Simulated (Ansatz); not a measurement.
Crystal: ZrC.

```
Zr C
1.0
     0.00000    2.36500    2.36500
     2.36500    0.00000    2.36500
     2.36500    2.36500    0.00000
Zr C
1 1
Direct
  0.50000 0.50000 0.50000
  0.00000 0.00000 0.00000
```

Base run:

* Program: Ansatz 0.2.0
* Functional: PBE
* Potentials or basis: Ansatz PAW
* Cutoff: 420 eV (not typed: the program's choice for these potentials)
* k mesh: 7 × 7 × 7
* Occupations: fermi-dirac, width 0.05 eV
* Spin: spin-orbit coupling, no magnetisation

Its results: band gap on the k mesh none (metal or under the smearing width); pressure -3.0 GPa.

Q: The run is repeated on the same cell with these changes: functional from PBE to PBEsol. What comes out?

A: Band gap on the k mesh none (metal or under the smearing width); pressure -8.5 GPa.

PBEsol binds more tightly than PBE, so the same cell stands under less pressure.

Caveats: the PAW data sets come from PBE, with cores solved anew for the run's functional, which leaves a small shift of forces and pressure (some runs).
